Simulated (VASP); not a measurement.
# Al (Fm-3m) in VASP: notebook

One crystal, Al, is run at these levels: PBE; tasks: single point.

All numbers are computed with VASP 6.6.1; they aren't measurements. Logs are shortened: lines on timing, memory, paths and dates and some standing lists are left out, and cuts for length are marked.

## Step 1: The undisturbed crystal

Symmetry: Fm-3m, No. 225, cubic system. Conventional cell: a = 4.050 Å, b = 4.050 Å, c = 4.050 Å, α = 90.00°, β = 90.00°, γ = 90.00°. Around Al (site symmetry m-3m) lie 12 Al at 2.86 Å.

## Step 2: Single point, PBE (a relaxed cell with its volume scaled by 1.06)

INCAR reads:

```
ALGO = Normal
EDIFF = 1E-7
ENCUT = 350
GGA = PE
ISIF = 2
ISMEAR = 0
LASPH = True
LCHARG = False
LREAL = False
LWAVE = False
NELM = 80
PREC = Accurate
SIGMA = 0.1
```

KPOINTS reads:

```
k-points
0
Gamma
  18 18 18
```

POSCAR reads:

```
Al                                      
1.0
    0.0000000000      2.0596122451      2.0596122451
    2.0596122451      0.0000000000      2.0596122451
    2.0596122451      2.0596122451      0.0000000000
  Al            
     1
Direct
     0.0000000000000000    0.0000000000000000    0.0000000000000000
```

Potentials or basis: VASP PAW PBE potentials, release 64 (Al).

On the command line:

```
$ cat potpaw_PBE.64/Al/POTCAR > POTCAR
$ mpirun -np 1 vasp_std > vasp.out
```

OUTCAR:

```text
EDIFF = 1E-7
   ENCUT = 350
   GGA = PE
   ISIF = 2
   ISMEAR = 0
   LASPH = True
   LREAL = False
   NELM = 80
   PREC = Accurate

 ion  position               nearest neighbor table
   1  0.000  0.000  0.000-

  LATTYP: Found a face centered cubic cell.
 ALAT       =     4.1192244902

  Lattice vectors:

 A1 = (   0.0000000000,   2.0596122451,   2.0596122451)
 A2 = (   2.0596122451,   0.0000000000,   2.0596122451)
 A3 = (   2.0596122451,   2.0596122451,   0.0000000000)

Analysis of symmetry for initial positions (statically):
=====================================================================
 Subroutine PRICEL returns:
 Original cell was already a primitive cell.

 Routine SETGRP: Setting up the symmetry group for a
 face centered cubic supercell.

 Subroutine GETGRP returns: Found 48 space group operations
 (whereof 48 operations were pure point group operations)
 out of a pool of 48 trial point group operations.

The static configuration has the point symmetry O_h .

Analysis of symmetry for dynamics (positions and initial velocities):
=====================================================================
 Subroutine PRICEL returns:
 Original cell was already a primitive cell.

 Routine SETGRP: Setting up the symmetry group for a
 face centered cubic supercell.

 Subroutine GETGRP returns: Found 48 space group operations
 (whereof 48 operations were pure point group operations)
 out of a pool of 48 trial point group operations.

The dynamic configuration has the point symmetry O_h .

 Subroutine INISYM returns: Found 48 space group operations
 (whereof 48 operations are pure point group operations),
 and found     1 'primitive' translations

----------------------------------------------------------------------------------------

                                     Primitive cell

  volume of cell :      17.4738

  direct lattice vectors                    reciprocal lattice vectors
     0.000000000  2.059612245  2.059612245    -0.242764142  0.242764142  0.242764142
     2.059612245  0.000000000  2.059612245     0.242764142 -0.242764142  0.242764142
     2.059612245  2.059612245  0.000000000     0.242764142  0.242764142 -0.242764142

  length of vectors
     2.912731570  2.912731570  2.912731570     0.420479829  0.420479829  0.420479829

  position of ions in fractional coordinates (direct lattice)
     0.000000000  0.000000000  0.000000000

  ion indices of the primitive-cell ions
   primitive index   ion index
                 1           1

----------------------------------------------------------------------------------------

 KPOINTS: k-points

Automatic generation of k-mesh.
 Grid dimensions read from file:
 generate k-points for:   18   18   18

 Generating k-lattice:

  Cartesian coordinates                     Fractional coordinates (reciprocal lattice)
    -0.013486897  0.013486897  0.013486897     0.055555556  0.000000000  0.000000000
     0.013486897 -0.013486897  0.013486897     0.000000000  0.055555556  0.000000000
     0.013486897  0.013486897 -0.013486897     0.000000000  0.000000000  0.055555556

  Length of vectors
     0.023359990  0.023359990  0.023359990

  Shift w.r.t. Gamma in fractional coordinates (k-lattice)
     0.000000000  0.000000000  0.000000000

 Subroutine IBZKPT returns following result:
 ===========================================

 Found    195 irreducible k-points:

 Following reciprocal coordinates:
            Coordinates               Weight
  0.000000  0.000000  0.000000      1.000000
  0.055556  0.000000  0.000000      8.000000
  0.111111  0.000000  0.000000      8.000000
  0.166667  0.000000  0.000000      8.000000
  0.222222  0.000000  0.000000      8.000000
  0.277778  0.000000  0.000000      8.000000
[... 16 lines left out ...]
 -0.277778  0.055556  0.000000     24.000000
 -0.222222  0.055556  0.000000     24.000000
 [... further k-points ...]
   k-points           NKPTS =    195   k-points in BZ     NKDIM =    195   number of bands    NBANDS=      5
   number of dos      NEDOS =    301   number of ions     NIONS =      1
   total plane-waves  NPLWV =   5832
   dimension x,y,z NGX =    18 NGY =   18 NGZ =   18
   dimension x,y,z NGXF=    36 NGYF=   36 NGZF=   36
   ions per type =               1
   NGX,Y,Z   is equivalent  to a cutoff of  10.27, 10.27, 10.27 a.u.
   NGXF,Y,Z  is equivalent  to a cutoff of  20.55, 20.55, 20.55 a.u.
 SYSTEM =  unknown system
   PREC   = accura    normal or accurate (medium, high low for compatibility)
   ISTART =      0    job   : 0-new  1-cont  2-samecut
   ICHARG =      2    charge: 1-file 2-atom 10-const
   ISPIN  =      1    spin polarized calculation?
   LNONCOLLINEAR =      F non collinear calculations
   LSORBIT =      F    spin-orbit coupling
   LASPH  =      T    aspherical Exc in radial PAW
   ENCUT  =  350.0 eV  25.72 Ry    5.07 a.u.   4.44  4.44  4.44*2*pi/ulx,y,z
   NELM   =     80;   NELMIN=  2; NELMDL= -5     # of ELM steps
   EDIFF  = 0.1E-06   stopping-criterion for ELM
   LREAL  =      F    real-space projection
   EDIFFG = 0.1E-05   stopping-criterion for IOM
   NSW    =      0    number of steps for IOM
   IBRION =     -1    ionic relax: 0-MD 1-quasi-New 2-CG
   NFREE  =      0    steps in history (QN), initial steepest desc. (CG)
   ISIF   =      2    stress and relaxation
   ISYM   =      2    0-nonsym 1-usesym 2-fastsym
   POTIM  = 0.5000    time-step for ionic-motion
   TEBEG  =    0.0;   TEEND  =   0.0 temperature during run
   PSTRESS=    0.0 pullay stress
   NELECT =       3.0000    total number of electrons
   NUPDOWN=      -1.0000    fix difference up-down
   EMIN   =  10.00;   EMAX   =-10.00  energy-range for DOS
   EFERMI =   0.00;   METHOD = LEGACY
   ISMEAR =     0;   SIGMA  =   0.10  broadening in eV -4-tet -1-fermi 0-gaus
   EFERMI_NEDOS =   21; number of points for ismear=-14 and -15
   IALGO  =     38    algorithm
   IMIX   =      4    mixing-type and parameters
     AMIX     =   0.40;   BMIX     =  1.00
     AMIX_MAG =   1.60;   BMIX_MAG =  1.00
  volume/ion in A,a.u.               =      17.47       117.92
  Fermi-wavevector in a.u.,A,eV,Ry     =   0.909885  1.719433 11.264134  0.827891
  Thomas-Fermi vector in A             =   2.033982
   LORBIT       =      0    0 simple, 1 ext, 2 COOP (PROOUT), +10 PAW based schemes
   GGA     = PE    functional components
   LHFCALC =     F    Hartree Fock is set to
   AEXX    =    0.0000 exact exchange contribution
   IVDW    =     0    specifies the selected vdW correction
   LEPSILON=     F    determine dielectric tensor
   LRPA    =     F    only Hartree local field effects (RPA)
 non-spin polarized calculation
 Gauss-broadening in eV      SIGMA  =   0.10
  energy-cutoff  :      350.00
  volume of cell :       17.47
 maximum number of plane-waves:       274
 NGX is ok and might be reduce to    18
   NGX =  9   NGY =  9   NGZ =  9

 number of electron       3.0000000 magnetization

 Free energy of the ion-electron system (eV)
  ---------------------------------------------------
  ext. energy  EPLUGINS =         0.00000000
  ---------------------------------------------------
  free energy    TOTEN  =        -3.73093221 eV

  energy without entropy =       -3.72850437  energy(sigma->0) =       -3.72971829

 E-fermi :   7.4072     XC(G=0):  -9.9906

 val. band max:        7.3674176606   @ k =   0.5000   0.4444   0.0556
 cond. band min:       7.4198142252   @ k =  -0.3889   0.3889   0.1667
 fundamental gap:      0.0523965646
 Fermi energy:         7.4072169393

 k-point     1 :       0.0000    0.0000    0.0000
  band No.  band energies     occupation
      1      -3.3287      2.00000
      2      19.7311      0.00000
      3      19.7311      0.00000
      4      19.7311      0.00000
      5      20.7912      0.00000

 k-point     2 :       0.0556    0.0000    0.0000
  band No.  band energies     occupation
      1      -3.2480      2.00000
      2      18.1692      0.00000
      3      19.3533      0.00000
      4      19.3533      0.00000
      5      21.2911      0.00000

 k-point     3 :       0.1111    0.0000    0.0000
  band No.  band energies     occupation
      1      -3.0059      2.00000
      2      16.0066      0.00000
      3      18.8091      0.00000
      4      18.8091      0.00000
      5      21.5808      0.00000

 k-point     4 :       0.1667    0.0000    0.0000
  band No.  band energies     occupation
      1      -2.6033      2.00000
      2      13.8388      0.00000
      3      18.3556      0.00000
      4      18.3556      0.00000
      5      21.4461      0.00000

 k-point     5 :       0.2222    0.0000    0.0000
  band No.  band energies     occupation
      1      -2.0415      2.00000
      2      11.7477      0.00000
      3      18.0263      0.00000
      4      18.0263      0.00000
      5      21.2950      0.00000

 k-point     6 :       0.2778    0.0000    0.0000
  band No.  band energies     occupation
      1      -1.3223      2.00000
      2       9.7605      0.00000
      3      17.8293      0.00000
      4      17.8293      0.00000
      5      21.1803      0.00000
[... 113 lines left out ...]
 k-point    21 :      -0.3889    0.0556    0.0000
  band No.  band energies     occupation
      1       1.0250      2.00000
      2       5.6691      2.00000
      3      16.2932      0.00000
      4      18.2004      0.00000
      5      19.1626      0.00000

 k-point    22 :      -0.3333    0.0556    0.0000
  band No.  band energies     occupation
      1      -0.0519      2.00000
      2       7.3631      1.46689
      3      16.1703      0.00000
      4      18.7277      0.00000
      5      19.2287      0.00000

 k-point    23 :      -0.2778    0.0556    0.0000
  band No.  band energies     occupation
      1      -0.9771      2.00000
      2       9.1864      0.00000
      3      16.1879      0.00000
      4      18.9111      0.00000
      5      19.9016      0.00000

 k-point    24 :      -0.2222    0.0556    0.0000
  band No.  band energies     occupation
      1      -1.7481      2.00000
      2      11.1300      0.00000
      3      16.3467      0.00000
      4      19.0869      0.00000
      5      20.8161      0.00000

 [... further k-points ...]
[... 5 lines left out ...]
  --------------------------------------------------------------------------------------
  -------------------------------------------------------------------------------------
  Total       -0.4330308     -0.4330308     -0.4330308     -0.0000000     -0.0000000      0.0000000
  in kB      -39.7047945    -39.7047945    -39.7047945     -0.0000000     -0.0000000      0.0000000
  external PRESSURE =     -39.7047945 kB  Pullay stress =       0.0000000 kB

 VOLUME and BASIS-vectors are now :
 -----------------------------------------------------------------------------
  energy-cutoff  :      350.00
  volume of cell :       17.47
      direct lattice vectors                 reciprocal lattice vectors
     0.000000000  2.059612245  2.059612245    -0.242764142  0.242764142  0.242764142
     2.059612245  0.000000000  2.059612245     0.242764142 -0.242764142  0.242764142
     2.059612245  2.059612245  0.000000000     0.242764142  0.242764142 -0.242764142

 POSITION                                       TOTAL-FORCE (eV/Angst)
 -----------------------------------------------------------------------------------
      0.00000      0.00000      0.00000        -0.000000      0.000000     -0.000000
 -----------------------------------------------------------------------------------
    total drift:                                0.000000     -0.000000      0.000000

  FREE ENERGIE OF THE ION-ELECTRON SYSTEM (eV)
  ---------------------------------------------------
  free  energy   TOTEN  =        -3.7309322071 eV

  energy  without entropy=       -3.7285043680  energy(sigma->0) =       -3.72971829
```

It took 3.6 s on 1 thread of Intel Xeon 6975P-C (Granite Rapids), shared host; peak memory 0.11 GiB.

What came out:

```yaml
Free_energy: -3.7309 eV
Pressure: -4.0 GPa
Band_gap_on_the_k_mesh: none (metal or under the smearing width)
```

Levels at points of the mesh, in eV from the Fermi level:
```csv
k point,band 1,band 2,band 3,band 4,band 5
"(0.00, 0.00, 0.00)",-10.74,12.32,12.32,12.32,13.38
"(0.50, 0.00, 0.00)",-4.36,-4.30,10.82,10.82,11.21
"(0.50, 0.50, 0.00)",-2.78,-1.59,5.26,5.34,5.34
```

## Step 3: Single point, PBE (a relaxed cell with its volume scaled by 0.91)

INCAR is that of step 2.

KPOINTS is that of step 2.

POSCAR reads:

```
Al                                      
1.0
    0.0000000000      1.9574798831      1.9574798831
    1.9574798831      0.0000000000      1.9574798831
    1.9574798831      1.9574798831      0.0000000000
  Al            
     1
Direct
     0.0000000000000000    0.0000000000000000    0.0000000000000000
```

Potentials or basis: VASP PAW PBE potentials, release 64 (Al).

On the command line:

```
$ cat potpaw_PBE.64/Al/POTCAR > POTCAR
$ mpirun -np 1 vasp_std > vasp.out
```

OUTCAR:

```text
EDIFF = 1E-7
   ENCUT = 350
   GGA = PE
   ISIF = 2
   ISMEAR = 0
   LASPH = True
   LREAL = False
   NELM = 80
   PREC = Accurate

 ion  position               nearest neighbor table
   1  0.000  0.000  0.000-

  LATTYP: Found a face centered cubic cell.
 ALAT       =     3.9149597662

  Lattice vectors:

 A1 = (   0.0000000000,   1.9574798831,   1.9574798831)
 A2 = (   1.9574798831,   0.0000000000,   1.9574798831)
 A3 = (   1.9574798831,   1.9574798831,   0.0000000000)

[... 187 lines left out ...]
      5      24.4371      0.00000
[... 177 lines left out ...]
 k-point    24 :      -0.2222    0.0556    0.0000
  band No.  band energies     occupation
      1      -1.0317      2.00000
      2      13.0897      0.00000
      3      18.9269      0.00000
      4      21.9276      0.00000
      5      23.8225      0.00000

 [... further k-points ...]
[... 5 lines left out ...]
  --------------------------------------------------------------------------------------
  -------------------------------------------------------------------------------------
  Total        0.8399025      0.8399025      0.8399025     -0.0000000      0.0000000     -0.0000000
  in kB       89.7051840     89.7051840     89.7051840     -0.0000000      0.0000000     -0.0000000
  external PRESSURE =      89.7051840 kB  Pullay stress =       0.0000000 kB

 VOLUME and BASIS-vectors are now :
 -----------------------------------------------------------------------------
  energy-cutoff  :      350.00
  volume of cell :       15.00
      direct lattice vectors                 reciprocal lattice vectors
     0.000000000  1.957479883  1.957479883    -0.255430467  0.255430467  0.255430467
     1.957479883  0.000000000  1.957479883     0.255430467 -0.255430467  0.255430467
     1.957479883  1.957479883  0.000000000     0.255430467  0.255430467 -0.255430467

 POSITION                                       TOTAL-FORCE (eV/Angst)
 -----------------------------------------------------------------------------------
      0.00000      0.00000      0.00000         0.000000      0.000000      0.000000
 -----------------------------------------------------------------------------------
    total drift:                               -0.000000      0.000000      0.000000

  FREE ENERGIE OF THE ION-ELECTRON SYSTEM (eV)
  ---------------------------------------------------
  free  energy   TOTEN  =        -3.7045631415 eV

  energy  without entropy=       -3.7019298200  energy(sigma->0) =       -3.70324648
```

It took 3.9 s on 1 thread of Intel Xeon 6975P-C (Granite Rapids), shared host; peak memory 0.11 GiB.

What came out:

```
Free energy            : -3.7046 eV
Pressure               : 9.0 GPa
Band gap on the k mesh : none (metal or under the smearing width)
```

Levels at points of the mesh, in eV from the Fermi level:
| k point | band 1 | band 2 | band 3 | band 4 | band 5 |
| --- | --- | --- | --- | --- | --- |
| (0.00, 0.00, 0.00) | -11.81 | 13.18 | 13.18 | 13.18 | 15.41 |
| (0.50, 0.00, 0.00) | -4.98 | -4.51 | 11.92 | 11.92 | 12.47 |
| (0.50, 0.50, 0.00) | -3.15 | -1.63 | 5.28 | 6.06 | 6.06 |

## Step 4: Single point, PBE (a relaxed cell with its volume scaled by 1.09)

INCAR is that of step 3.

KPOINTS is that of step 3.

POSCAR reads:

```
Al                                      
1.0
    0.0000000000      2.0788620734      2.0788620734
    2.0788620734      0.0000000000      2.0788620734
    2.0788620734      2.0788620734      0.0000000000
  Al            
     1
Direct
     0.0000000000000000    0.0000000000000000    0.0000000000000000
```

On the command line:

```
$ cat potpaw_PBE.64/Al/POTCAR > POTCAR
$ mpirun -np 1 vasp_std > vasp.out
```

It took 4.2 s on 1 thread of Intel Xeon 6975P-C (Granite Rapids), shared host; peak memory 0.11 GiB.

It converged, with:

```yaml
Free_energy: -3.7163 eV
Pressure: -5.5 GPa
Band_gap_on_the_k_mesh: none (metal or under the smearing width)
```

Levels at points of the mesh, in eV from the Fermi level:
```tsv
k point	band 1	band 2	band 3	band 4	band 5
(0.00, 0.00, 0.00)	-10.55	12.17	12.17	12.17	13.03
(0.50, 0.00, 0.00)	-4.26	-4.25	10.54	10.54	11.09
(0.50, 0.50, 0.00)	-2.71	-1.59	5.22	5.22	5.25
```

## Step 5: The runs side by side

| cell | gap on the mesh (eV) | pressure (GPa) |
| --- | --- | --- |
| a relaxed cell with its volume scaled by 1.06 | none | -4.0 |
| a relaxed cell with its volume scaled by 0.91 | none | 9.0 |
| a relaxed cell with its volume scaled by 1.09 | none | -5.5 |

Alike in all rows: task single point; level PBE; potentials or basis VASP PAW PBE potentials, release 64 (Al); no spin polarisation; k mesh 18 × 18 × 18; cutoff (eV) 350; smearing gaussian 0.1 eV.

Total energies depend on the potentials used, so only differences within one code and one set of settings carry meaning.
